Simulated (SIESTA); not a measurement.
The system is SnTe.

```
CELL_PARAMETERS angstrom
0.00000 3.61115 3.61115
3.61115 0.00000 3.61115
3.61115 3.61115 0.00000
ATOMIC_POSITIONS crystal
Te 0.25000 0.25000 0.25000
Sn 0.00000 0.00000 0.00000
```

Measurements of this composition are mostly on another form, of space group No. 225.

```yaml
Program: SIESTA 5.4.2
Task: single point
Functional: PBEsol
Potentials_or_basis: PseudoDojo 0.4 standard (PBEsol files)
Basis: DZP (energy shift 0.003 Ry; two zetas on semicore shells)
Grid_cutoff: 500 Ry
Energy_shift: 0.003 Ry
k_mesh: 7 × 7 × 7
Occupations: fermi-dirac, width 0.05 eV
Spin: no spin polarisation
```

On this cell: pressure -0.9 GPa; largest force zero by symmetry; band gap on the k mesh 0.28 eV, indirect (least direct gap 0.81 eV).

The same run follows on a disturbed copy (atoms moved at random, drawn with an rms of 0.05 Å):

```
Te Sn
1.0
     0.00000    3.61115    3.61115
     3.61115    0.00000    3.61115
     3.61115    3.61115    0.00000
Te Sn
1 1
Cartesian
  1.7987 1.7773 1.8345
  -0.0433 0.0023 0.0114
```

Task: What changes?

Result: The energy moves by +1.7 meV/atom; pressure -0.9 GPa; largest force 0.141 eV/Å; band gap on the k mesh 0.25 eV, indirect (least direct gap 0.81 eV).

Forces in eV/Å, atoms in the order of the input:
```
Te  -0.100  0.085 -0.051
Sn   0.100 -0.084  0.051
```

Stress tensor (GPa, compression positive):
```
-0.88 -0.12  0.23
-0.12 -0.88 -0.25
 0.23 -0.25 -0.88
```

Caveats: spin-orbit coupling is left out, which moves the levels of the heavy elements; an odd mesh through Γ misses points on the zone boundary, where band edges often lie; the basis of atomic orbitals isn't converged, which shifts pressures, moduli and gaps.
